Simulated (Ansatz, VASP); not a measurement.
## Pt: VASP beside Ansatz

File INCAR:

```
PREC = Accurate ; ENCUT = 520
EDIFF = 1E-6 ; ISMEAR = 0
SIGMA = 0.15 ; LREAL = False
LASPH = True ; NELM = 60
ALGO = Fast ; ISIF = 2
LWAVE = False ; LCHARG = True
GGA = PS ; LELF = True
LVHAR = True ; NBANDS = 11
```

KPOINTS

```
Automatic mesh
0
Gamma
  26 26 26
```

Contents of POSCAR:

```
Pt
1.0
   -1.5136564832      1.5136564832      1.6072847192
    1.5136564832     -1.5136564832      1.6072847192
    1.5136564832      1.5136564832     -1.6072847192
Pt
1
Direct
    0.0000000000      0.0000000000      0.0000000000
```

Input for Ansatz:

```yaml
crystal:
  lattice:
    - [-1.5136564832, 1.5136564832, 1.6072847192]
    - [1.5136564832, -1.5136564832, 1.6072847192]
    - [1.5136564832, 1.5136564832, -1.6072847192]
  atoms:
    - { symbol: Pt, position: [0.0, 0.0, 0.0] }
basis:
  ecutwfc: 420
kpoints:
  mp_grid: { grid: [26, 26, 26] }
hamiltonian:
  xc: pbesol
scf:
  occupations: { method: gaussian, width: 0.15 }
output:
  forces: true
  stress: true
  eigenvalues: true
```

Change from the starting cell: strain -0.030 along x and y, +0.030 along z, atoms carried along.

Alike in both runs: task single point; functional PBEsol; k mesh 26 × 26 × 26; occupations gaussian, width 0.15 eV; no spin polarisation.

```csv
,VASP,Ansatz
version,VASP 6.6.1,Ansatz 0.2.0
potentials or method,"VASP PAW PBE potentials, release 64 (Pt)","scalar-relativistic, plane waves, PAW"
plane-wave cutoff (eV),520,420
valence electrons in the cell,10,18
```

Ansatz gave:

| Property | Result |
| --- | --- |
| gap on the k mesh at the Fermi level (eV) | none |
| pressure (GPa) | 9.4 |
| largest component of the traceless stress (GPa) | 3.62 |

Q: What did VASP give for the same quantities?

A: gap on the k mesh at the Fermi level (eV): none; pressure (GPa): 9.0; largest component of the traceless stress (GPa): 3.63.

A gap of «none» marks a metal or a gap that the smearing closes. The two sets of potentials don't hold the same shells in valence.

Caveats: the PAW data sets were made with another functional, which shifts forces and pressure a little (VASP). The runs have no spin-orbit coupling, so splittings on Pt are missing.
